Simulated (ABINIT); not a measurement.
# MgB2 (P6/mmm) in ABINIT: a series of runs

The runs below take MgB2 through single point, relaxation of cell and atoms, with PBE, LDA.

All numbers are computed with ABINIT 10.8.3 (patched build); they aren't measurements. Logs are shortened: lines on timing, memory, paths and dates and some standing lists are left out, and cuts for length are marked. The log counts tension as positive stress, the text compression.

**1. The structure**

The structure is hexagonal, space group P6/mmm (No. 191). The conventional cell has a = 3.085 Å, b = 3.085 Å, c = 3.523 Å, α = 90.00°, β = 90.00°, γ = 120.00°. Mg (site symmetry 6/mmm) is surrounded by 12 B at 2.51 Å. B (site symmetry -6m2) is surrounded by 3 B at 1.78 Å.

**2. Single point, PBE**

run.abi reads:

```
# Pseudopotentials
pp_dirpath "./"
pseudos "Mg.upf, B.upf"

# Structure
acell 3*1.0 Angstrom
rprim
     3.0850000000     0.0000000000     0.0000000000
    -1.5425000000     2.6716883707     0.0000000000
     0.0000000000     0.0000000000     3.5230000000
ntypat 2
znucl 12 5
natom 3
typat 1 2 2
xred
     0.0000000000     0.0000000000     0.0000000000
     0.6666666667     0.3333333333     0.5000000000
     0.3333333333     0.6666666667     0.5000000000

# Plane-wave basis
ecut 1088.455450 eV

# k points
kptopt 1
ngkpt 8 8 6
nshiftk 1
shiftk 0.0 0.0 0.0

# Exchange and correlation
ixc 11

# Bands and occupations
nband 12
occopt 3
tsmear 0.05 eV

# SCF cycle
nstep 100
tolvrs 1.0e-10

# Output
iomode 3
prtwf 0
prtden 0
prteig 0
prtebands 0
enunit 1
```

Potentials or basis: PseudoDojo NC SR PBE v0.4.1 standard.

The run is started by

```bash
$ abinit run.abi > log 2>&1
```

run.abo:

```text
.Version 10.8.3 of ABINIT
 Symmetries : space group P6/m m m (#191); Bravais hP (primitive hexag.)
================================================================================
 Values of the parameters that define the memory need of the present run
     intxc =       0    ionmov =       0      iscf =       7    lmnmax =       4
     lnmax =       4     mgfft =      40  mpssoang =       2    mqgrid =    3001
     natom =       3  nloc_mem =       1    nspden =       1   nspinor =       1
    nsppol =       1      nsym =      24    n1xccc =    2501    ntypat =       2
    occopt =       3   xclevel =       2
       mpw =        2394          nfft =       51840          nkpt =          40
================================================================================
================================================================================

--------------------------------------------------------------------------------
------------- Echo of variables that govern the present computation ------------
--------------------------------------------------------------------------------
 -outvars: echo values of preprocessed input variables --------
            acell      1.8897261259E+00  1.8897261259E+00  1.8897261259E+00 Bohr
              amu      2.43050000E+01  1.08110000E+01
             ecut      4.00000000E+01 Hartree
           enunit           1
              ixc          11
         kptrlatt        8    0    0      0    8    0      0    0    6
          kptrlen      3.99450308E+01
            natom           3
            nband          12
            ngfft          36      36      40
             nkpt          40
            nstep         100
             nsym          24
           ntypat           2
           occopt           3
           prtden           0
        prtebands           0
           prteig           0
            prtwf           0
            rprim      3.0850000000E+00  0.0000000000E+00  0.0000000000E+00
                      -1.5425000000E+00  2.6716883707E+00  0.0000000000E+00
                       0.0000000000E+00  0.0000000000E+00  3.5230000000E+00
          spgroup         191
           tolvrs      1.00000000E-10
           tsmear      1.83746611E-03 Hartree
            typat      1  2  2
           xangst      0.0000000000E+00  0.0000000000E+00  0.0000000000E+00
                       1.5425000000E+00  8.9056279023E-01  1.7615000000E+00
                      -7.9179547778E-18  1.7811255805E+00  1.7615000000E+00
            xcart      0.0000000000E+00  0.0000000000E+00  0.0000000000E+00
                       2.9149025492E+00  1.6829197715E+00  3.3287525708E+00
                      -1.4962766007E-17  3.3658395429E+00  3.3287525708E+00
             xred      0.0000000000E+00  0.0000000000E+00  0.0000000000E+00
                       6.6666666667E-01  3.3333333333E-01  5.0000000000E-01
                       3.3333333333E-01  6.6666666667E-01  5.0000000000E-01
            znucl       12.00000    5.00000

================================================================================

 chkinp: Checking input parameters for consistency.

================================================================================
== DATASET  1 ==================================================================

--- !DatasetInfo
iteration_state: {dtset: 1, }
dimensions: {natom: 3, nkpt: 40, mband: 12, nsppol: 1, nspinor: 1, nspden: 1, mpw: 2394, }
cutoff_energies: {ecut:  40.0, pawecutdg:  -1.0, }
electrons: {nelect:   1.60000000E+01, charge:   0.00000000E+00, occopt:   3.00000000E+00, tsmear:   1.83746611E-03, }
meta: {optdriver: 0, ionmov: 0, optcell: 0, iscf: 7, paral_kgb: 0, }
...

 Exchange-correlation functional for the present dataset will be:
  GGA: Perdew-Burke-Ernzerhof functional - ixc=11
  J.P.Perdew, K.Burke, M.Ernzerhof, PRL 77, 3865 (1996)

 Real(R)+Recip(G) space primitive vectors, cartesian coordinates (Bohr,Bohr^-1):
 R(1)=  5.8298051  0.0000000  0.0000000  G(1)=  0.1715323  0.0990342  0.0000000
 R(2)= -2.9149025  5.0487593  0.0000000  G(2)=  0.0000000  0.1980685  0.0000000
 R(3)=  0.0000000  0.0000000  6.6575051  G(3)=  0.0000000  0.0000000  0.1502064
 Unit cell volume ucvol=  1.9595223E+02 bohr^3
 Angles (23,13,12)=  9.00000000E+01  9.00000000E+01  1.20000000E+02 degrees

 getcut: wavevector=  0.0000  0.0000  0.0000  ngfft=  36  36  40
         ecut(hartree)=     40.000   => boxcut(ratio)=   2.11034

--- Pseudopotential description ------------------------------------------------
- pspini: atom type   1  psp file is ./Mg.upf
12 -101130 1 -1 1510                          pspcod,pspxc,lmax,lloc,mmax
     nproj     2     2

- pspini: atom type   2  psp file is ./B.upf
12 -101130 1 -1 1534                          pspcod,pspxc,lmax,lloc,mmax
     nproj     2     2

   2.56093207E+02                                ecore*ucvol(ha*bohr**3)
--------------------------------------------------------------------------------

================================================================================

--- !BeginCycle
iteration_state: {dtset: 1, }
solver: {iscf: 7, nstep: 100, nline: 4, wfoptalg: 0, }
tolerances: {tolvrs: 1.00E-10, }
...

     iter   Etot(hartree)      deltaE(h)  residm     vres2
 ETOT  1  -65.215445660523    -6.522E+01 1.207E-01 6.337E+02
 ETOT  2  -65.291108906730    -7.566E-02 6.372E-03 7.651E+00
 ETOT  3  -65.291649468875    -5.406E-04 1.586E-03 7.240E-01
 ETOT  4  -65.291704033280    -5.456E-05 1.193E-03 5.217E-02
 ETOT  5  -65.291709010131    -4.977E-06 4.427E-04 4.600E-03
 ETOT  6  -65.291709468201    -4.581E-07 5.949E-04 2.595E-05
 ETOT  7  -65.291709470679    -2.478E-09 3.327E-04 3.254E-07
 ETOT  8  -65.291709470751    -7.127E-11 3.310E-04 5.364E-10
 ETOT  9  -65.291709470751    -4.547E-13 2.838E-04 3.826E-12

 At SCF step    9       vres2   =  3.83E-12 < tolvrs=  1.00E-10 =>converged.

 Cartesian components of stress tensor (hartree/bohr^3)
  sigma(1 1)=  3.08432245E-05  sigma(3 2)=  0.00000000E+00
  sigma(2 2)=  3.08432244E-05  sigma(3 1)=  0.00000000E+00
  sigma(3 3)=  4.41506471E-05  sigma(2 1)=  0.00000000E+00

--- !ResultsGS
iteration_state: {dtset: 1, }
comment   : Summary of ground state results
lattice_vectors:
- [  5.8298051,   0.0000000,   0.0000000, ]
- [ -2.9149025,   5.0487593,   0.0000000, ]
- [  0.0000000,   0.0000000,   6.6575051, ]
lattice_lengths: [   5.82981,    5.82981,    6.65751, ]
lattice_angles: [ 90.000,  90.000, 120.000, ] # degrees, (23, 13, 12)
lattice_volume:   1.9595223E+02
convergence: {deltae: -4.547E-13, res2:  3.826E-12, residm:  2.838E-04, diffor: null, }
etotal    :  -6.52917095E+01
entropy   :   0.00000000E+00
fermie    :   2.55737758E-01
cartesian_stress_tensor: # hartree/bohr^3
- [  3.08432245E-05,   0.00000000E+00,   0.00000000E+00, ]
- [  0.00000000E+00,   3.08432244E-05,   0.00000000E+00, ]
- [  0.00000000E+00,   0.00000000E+00,   4.41506471E-05, ]
pressure_GPa:  -1.0379E+00
xred      :
- [  0.0000E+00,   0.0000E+00,   0.0000E+00, Mg]
- [  6.6667E-01,   3.3333E-01,   5.0000E-01,  B]
- [  3.3333E-01,   6.6667E-01,   5.0000E-01,  B]
cartesian_forces: # hartree/bohr
- [ -7.69792808E-30,  -4.44440085E-30,  -0.00000000E+00, ]
- [ -3.07917123E-29,   8.88880170E-30,  -0.00000000E+00, ]
- [  3.84896404E-29,  -4.44440085E-30,  -0.00000000E+00, ]
force_length_stats: {min:   8.88880170E-30, max:   3.87453883E-29, mean:   2.65610735E-29, }
...

 Integrated electronic density in atomic spheres:
 ------------------------------------------------
 Atom  Sphere_radius  Integrated_density
    1        2.00000          8.35580202
    2        2.00000          2.64656551
    3        2.00000          2.64656551
================================================================================

 ----iterations are completed or convergence reached----

 Mean square residual over all n,k,spin=   91.133E-08; max=  28.385E-05
 reduced coordinates (array xred) for    3 atoms
       0.000000000000      0.000000000000      0.000000000000
       0.666666666667      0.333333333333      0.500000000000
       0.333333333333      0.666666666667      0.500000000000
 rms dE/dt=  1.1873E-28; max dE/dt=  1.3463E-28; dE/dt below (all hartree)
    1       0.000000000000      0.000000000000      0.000000000000
    2       0.000000000000     -0.000000000000      0.000000000000
    3      -0.000000000000      0.000000000000      0.000000000000

 cartesian coordinates (angstrom) at end:
    1      0.00000000000000     0.00000000000000     0.00000000000000
    2      1.54250000000000     0.89056279023333     1.76150000000000
    3     -0.00000000000000     1.78112558046667     1.76150000000000

 cartesian forces (hartree/bohr) at end:
    1     -0.00000000000000    -0.00000000000000    -0.00000000000000
    2     -0.00000000000000     0.00000000000000    -0.00000000000000
    3      0.00000000000000    -0.00000000000000    -0.00000000000000
 frms,max,avg= 1.7020759E-29 3.8489640E-29   0.000E+00  0.000E+00  0.000E+00 h/b

 cartesian forces (eV/Angstrom) at end:
    1     -0.00000000000000    -0.00000000000000    -0.00000000000000
    2     -0.00000000000000     0.00000000000000    -0.00000000000000
    3      0.00000000000000    -0.00000000000000    -0.00000000000000
 frms,max,avg= 8.7524264E-28 1.9792169E-27   0.000E+00  0.000E+00  0.000E+00 e/A
 length scales=  1.889726125908  1.889726125908  1.889726125908 bohr
              =  1.000000000000  1.000000000000  1.000000000000 angstroms
 Fermi (or HOMO) energy (eV) =   6.95898   Average Vxc (eV)= -11.13068
 Eigenvalues (   eV  ) for nkpt=  40  k points:
 kpt#   1, nband= 12, wtk=  0.00260, kpt=  0.0000  0.0000  0.0000 (reduced coord)
 -68.29248  -35.07143  -35.07143  -35.05448   -5.45987    4.02207    7.31011    7.31011
   8.62670   13.26264   13.26264   15.02602
 prteigrs : prtvol=0 or 1, do not print more k-points.

--- !EnergyTerms
iteration_state     : {dtset: 1, }
comment             : Components of total free energy in Hartree
kinetic             :  3.80769983617030E+01
hartree             :  2.03476479860183E+01
xc                  : -1.04196926659315E+01
Ewald energy        : -3.69279619836075E+01
psp_core            :  1.30691650997227E+00
local_psp           : -5.96628692981786E+01
non_local_psp       : -1.80123784728380E+01
internal            : -6.52913395628619E+01
'-kT*entropy'       : -3.69907889123617E-04
total_energy        : -6.52917094707511E+01
total_energy_eV     : -1.77667792506898E+03
band_energy         : -1.21533737616666E+01
...

 Cartesian components of stress tensor (hartree/bohr^3)
  sigma(1 1)=  3.08432245E-05  sigma(3 2)=  0.00000000E+00
  sigma(2 2)=  3.08432244E-05  sigma(3 1)=  0.00000000E+00
  sigma(3 3)=  4.41506471E-05  sigma(2 1)=  0.00000000E+00

-Cartesian components of stress tensor (GPa)         [Pressure= -1.0379E+00 GPa]
- sigma(1 1)=  9.07438995E-01  sigma(3 2)=  0.00000000E+00
- sigma(2 2)=  9.07438991E-01  sigma(3 1)=  0.00000000E+00
- sigma(3 3)=  1.29895688E+00  sigma(2 1)=  0.00000000E+00

== END DATASET(S) ==============================================================
================================================================================

 -outvars: echo values of variables after computation  --------
            acell      1.8897261259E+00  1.8897261259E+00  1.8897261259E+00 Bohr
           etotal     -6.5291709471E+01
            fcart     -7.6979280831E-30 -4.4444008509E-30 -0.0000000000E+00
                      -3.0791712332E-29  8.8888017018E-30 -0.0000000000E+00
                       3.8489640415E-29 -4.4444008509E-30 -0.0000000000E+00
            rprim      3.0850000000E+00  0.0000000000E+00  0.0000000000E+00
                      -1.5425000000E+00  2.6716883707E+00  0.0000000000E+00
                       0.0000000000E+00  0.0000000000E+00  3.5230000000E+00
           strten      3.0843224533E-05  3.0843224407E-05  4.4150647114E-05
                       0.0000000000E+00  0.0000000000E+00  0.0000000000E+00
           xangst      0.0000000000E+00  0.0000000000E+00  0.0000000000E+00
                       1.5425000000E+00  8.9056279023E-01  1.7615000000E+00
                      -7.9179547778E-18  1.7811255805E+00  1.7615000000E+00
             xred      0.0000000000E+00  0.0000000000E+00  0.0000000000E+00
                       6.6666666667E-01  3.3333333333E-01  5.0000000000E-01
                       3.3333333333E-01  6.6666666667E-01  5.0000000000E-01
 Calculation completed.
```

Run time: 28 s. Hardware: 1 thread of Arm Neoverse V1, shared host; peak memory 0.08 GiB.

Results:

```yaml
Free_energy: -1776.6779 eV
Pressure: -1.0 GPa
Band_gap_on_the_k_mesh: none (metal or under the smearing width)
Valence_electrons_inside_the_program's_atomic_spheres: Mg 8.36; B 2.65
```

Stress tensor (GPa, compression positive):
```
-0.91  0.00  0.00
 0.00 -0.91  0.00
 0.00  0.00 -1.30
```

Levels at points of the mesh, in eV from the Fermi level:
| k point | band 5 | band 6 | band 7 | band 8 | band 9 | band 10 | band 11 | band 12 |
| --- | --- | --- | --- | --- | --- | --- | --- | --- |
| (0.00, 0.00, 0.00) | -12.42 | -2.94 | 0.35 | 0.35 | 1.67 | 6.30 | 6.30 | 8.07 |
| (0.50, 0.00, 0.00) | -8.53 | -7.83 | -2.19 | 0.22 | 3.07 | 3.90 | 5.32 | 7.09 |
| (0.00, 0.00, 0.50) | -11.13 | -7.43 | 0.72 | 0.72 | 6.66 | 6.66 | 7.92 | 9.83 |
| (0.50, 0.00, 0.50) | -7.56 | -6.92 | -3.56 | -1.89 | -1.29 | 5.70 | 8.76 | 8.91 |

**3. Single point, PBE**

run.abi reads:

```
# Pseudopotentials
pp_dirpath "./"
pseudos "Mg.upf, B.upf"

# Structure
acell 3*1.0
rprim
     5.8298050945     0.0000000000     0.0000000000
    -2.9149025472     5.0487593110     0.0000000000
     0.0000000000     0.0000000000     6.6575051371
ntypat 2
znucl 12 5
natom 3
typat 1 2 2
xred
     0.0000000000     0.0000000000     0.0000000000
     0.6666666667     0.3333333333     0.5000000000
     0.3333333333     0.6666666667     0.5000000000

# Plane-wave basis
ecut 40.0

# k points
kptopt 1
ngkpt 8 8 6
nshiftk 1
shiftk 0.0 0.0 0.0

# Exchange and correlation
ixc 11

# Bands and occupations
nband 12
occopt 3
tsmear 0.00183747

# SCF cycle
nstep 100
tolvrs 1.0e-10

# Output
iomode 3
prtwf 0
prteig 0
prtebands 0
enunit 2
prtden 1
prtvha 1
prtvclmb 1
prtpot 1
prtelf 1
```

Potentials or basis: PseudoDojo NC SR PBE v0.4.1 standard.

The run is started by

```bash
$ mpirun --bind-to none -np 4 abinit run.abi > log 2>&1
```

Wall time 9 s (4 MPI ranks of Arm Neoverse V1, shared host); peak memory 0.28 GiB.

The run converged. Its results:

```
Free energy                                           : -1776.6779 eV
Pressure                                              : -1.0 GPa
Band gap on the k mesh                                : none (metal or under the smearing width)
Valence electrons inside the program's atomic spheres : Mg 8.36; B 2.65
```

Stress tensor (GPa, compression positive):
```
-0.91  0.00  0.00
 0.00 -0.91  0.00
 0.00  0.00 -1.30
```

Levels at points of the mesh, in eV from the Fermi level:
```tsv
k point	band 5	band 6	band 7	band 8	band 9	band 10	band 11	band 12
(0.00, 0.00, 0.00)	-12.42	-2.94	0.35	0.35	1.67	6.30	6.30	8.07
(0.50, 0.00, 0.00)	-8.53	-7.83	-2.19	0.22	3.07	3.90	5.32	7.09
(0.00, 0.00, 0.50)	-11.13	-7.43	0.72	0.72	6.66	6.66	7.92	9.83
(0.50, 0.00, 0.50)	-7.56	-6.92	-3.56	-1.89	-1.29	5.70	8.76	8.91
```

**4. Relaxation of cell and atoms, LDA**

run.abi reads:

```
pp_dirpath "./"
pseudos "Mg.hgh, B.hgh"

acell 3*1.0 Angstrom
rprim
     3.0850000000     0.0000000000     0.0000000000
    -1.5425000000     2.6716883707     0.0000000000
     0.0000000000     0.0000000000     3.5230000000
ntypat 2
znucl 12 5
natom 3
typat 1 2 2
chkprim 0
chksymtnons 0
tolsym 1.0e-6
xred
            0.0            0.0            0.0
            2/3            1/3            1/2
            1/3            2/3            1/2

ecut 32.0
ecutsm 0.5

kptopt 1
ngkpt 8 8 6
nshiftk 1
shiftk 0.0 0.0 0.0

ixc 7

nband 8
occopt 3
tsmear 0.05 eV

nstep 80
tolvrs 1.0e-12

iomode 3
prteig 0
prtebands 0
prtwf 0
prtden 0

ionmov 2
optcell 2
ntime 50
tolmxf 2.0e-5
dilatmx 1.08
```

Potentials or basis: HGH LDA.

The run is started by

```bash
$ abinit run.abi > log 2>&1
```

Run time: 96 s. Hardware: 1 thread of AMD EPYC 7R43 (Zen 3), shared host; peak memory 0.07 GiB.

It converged, with:

| Property | Result |
| --- | --- |
| Free energy | -180.0979 eV |
| Relaxed volume | 9.02 Å³/atom |
| Relaxed cell | a = 3.031 Å, b = 3.031 Å, c = 3.399 Å, α = 90.00°, β = 90.00°, γ = 120.00° |
| Space group after relaxing (to 0.05 Å) | P6/mmm (No. 191) |
| Energy gained by relaxing | 20.4 meV/atom |
| Ionic steps | 6 |
| Pressure after relaxing | 0.0 GPa |
| Band gap on the k mesh | none (metal or under the smearing width) |

The path:
```
step  energy change (eV)  largest force (eV/Å)  pressure (GPa)  volume (Å³)
   1              0.0000                0.0000           -9.23        29.04
   2             -0.0378                0.0000           -5.48        28.22
   3             -0.0586                0.0000            0.29        27.10
   4             -0.0600                0.0000            0.28        27.07
   5             -0.0612                0.0000           -0.07        27.06
   6             -0.0612                0.0000            0.00        27.05
```

Final structure:
```
CELL_PARAMETERS angstrom
3.03116 0.00000 0.00000
-1.51558 2.62507 0.00000
0.00000 0.00000 3.39939
ATOMIC_POSITIONS crystal
Mg 0.00000 0.00000 0.00000
B 0.66667 0.33333 0.50000
B 0.33333 0.66667 0.50000
```

Caveat: HGH potentials are hard and often keep d shells in the core, so these values are rough. LDA usually gives volumes a few per cent too small.

**5. Single point, LDA (cell relaxed)**

run.abi reads:

```
# Pseudopotentials
pp_dirpath "./"
pseudos "Mg.hgh, B.hgh"

# Structure
acell 3*1.0 Angstrom
rprim
     3.0311647500     0.0000000000     0.0000000000
    -1.5155823700     2.6250656800     0.0000000000
     0.0000000000     0.0000000000     3.3993910100
ntypat 2
znucl 12 5
natom 3
typat 1 2 2
xcart
     0.0000000000     0.0000000000     0.0000000000
     2.8640356398     1.6535517149     3.2119589997
    -0.0000000223     3.3071034794     3.2119589997
chkprim 0
chksymtnons 0
tolsym 1.0e-6

# Plane-wave basis
ecut 32.0

# k points
kptopt 1
ngkpt 8 8 6
nshiftk 1
shiftk 0.0 0.0 0.0

# Exchange and correlation
ixc 7

# Bands and occupations
nband 8
occopt 3
tsmear 0.00183747

# SCF cycle
nstep 100
tolvrs 1.0e-10

# Output
iomode 3
prtwf 0
prtden 0
prteig 0
prtebands 0
enunit 2
```

The run is started by

```bash
$ abinit run.abi > log 2>&1
```

Wall time 13 s (1 thread of AMD EPYC 7R43 (Zen 3), shared host); peak memory 0.07 GiB.

The run converged. Its results:

* Free energy: -180.0996 eV
* Pressure: -0.9 GPa
* Band gap on the k mesh: none (metal or under the smearing width)
* Valence electrons inside the program's atomic spheres: Mg 0.45; B 2.72

Stress tensor (GPa, compression positive):
```
-0.96  0.00  0.00
 0.00 -0.96  0.00
 0.00  0.00 -0.81
```

Levels at points of the mesh, in eV from the Fermi level:
| k point | band 1 | band 2 | band 3 | band 4 | band 5 | band 6 | band 7 | band 8 |
| --- | --- | --- | --- | --- | --- | --- | --- | --- |
| (0.00, 0.00, 0.00) | -12.72 | -2.87 | 0.32 | 0.32 | 2.16 | 6.38 | 6.38 | 8.70 |
| (0.50, 0.00, 0.00) | -8.66 | -8.08 | -2.32 | 0.36 | 3.33 | 4.01 | 5.89 | 7.77 |
| (0.00, 0.00, 0.50) | -11.25 | -7.73 | 0.75 | 0.75 | 6.77 | 6.77 | 8.13 | 10.83 |
| (0.50, 0.00, 0.50) | -7.50 | -7.06 | -3.76 | -1.98 | -1.38 | 6.13 | 9.08 | 9.11 |

Caveat: HGH potentials are hard and often keep d shells in the core, so these values are rough.
